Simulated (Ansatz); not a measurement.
Write the native input for Ansatz 0.2.0 that does the following.

```
Task                                : band structure
Functional                          : LDA
Potentials or basis                 : Ansatz PAW
Cutoff                              : 420 eV (not typed: the program's choice for these potentials)
k mesh                              : 8 × 8 × 8
Occupations                         : fermi-dirac, width 0.05 eV
Spin                                : no spin polarisation
Path                                : [["G", "L", "B1"], ["B", "Z", "G", "X"], ["Q", "F", "P1", "Z"], ["L", "P"]]
Points for each segment of the path : 14
```

PbS:

```xyz
2
Lattice="2.1127 1.2197 3.4519 -2.1127 1.2197 3.4519 0.0000 -2.4395 3.4519" Properties=species:S:1:pos:R:3 pbc="T T T"
Pb    0.0000    0.0000   10.1545
S     0.0000    0.0000    4.9193
```

The cell is a database's computed one.

These files were run (other wordings do the same):

input.yaml

```yaml
crystal:
  lattice:
    - [2.1126617058, 1.2197458045, 3.4519162518]
    - [-2.1126617058, 1.2197458045, 3.4519162518]
    - [0.0, -2.4394916091, 3.4519162518]
  atoms:
    - { symbol: Pb, position: [0.98056578, 0.98056578, 0.98056578] }
    - { symbol: S, position: [0.47503555, 0.47503555, 0.47503555] }
hamiltonian:
  xc: lda
  pseudopotentials: { kind: paw }
kpoints:
  mp_grid: { grid: [8, 8, 8] }
  band_path:
    path:
      - [[0.0, 0.0, 0.0], [0.5, 0.0, 0.0], [0.5, 0.2499056766, -0.2499056766]]
      - [[0.7500943234, 0.5, 0.2499056766], [0.5, 0.5, 0.5], [0.0, 0.0, 0.0], [0.3749528383, 0.0, -0.3749528383]]
      - [[0.6250471617, 0.3749528383, 0.0], [0.5, 0.5, 0.0], [0.6250471617, 0.6250471617, 0.2499056766], [0.5, 0.5, 0.5]]
      - [[0.5, 0.0, 0.0], [0.7500943234, 0.3749528383, 0.3749528383]]
    npoints: 14
scf:
  occupations: { method: fermi_dirac, width: 0.05 }
  n_extra_bands: 6
output:
  forces: true
  stress: true
  eigenvalues: true
  fatbands: true
  write_density: true
  write_potential: true
  elf: true
  volumetric_format: npy
```

Potentials or basis: Ansatz PAW.

Run with:

```bash
$ ansatz run input.yaml --threads 2 --pin off --max-ram 5632MiB --backend cpu --events-out ev --progress --plain --runs-dir out
```

Results of the run:

* Pressure: -3.7 GPa
* Largest force: 0.005 eV/Å
* Band gap on the k mesh: 0.33 eV, direct
* Band gap along the path: 0.33 eV, direct

Caveat: spin-orbit coupling is left out, which as a rule narrows the gap of such compounds by several tenths of an eV; the PAW data sets come from PBE, with cores solved anew for the run's functional, which leaves a small shift of forces and pressure.

It took 9.8 s on 2 threads of Arm Neoverse V1, with other jobs on the host, peak memory 0.36 GiB.
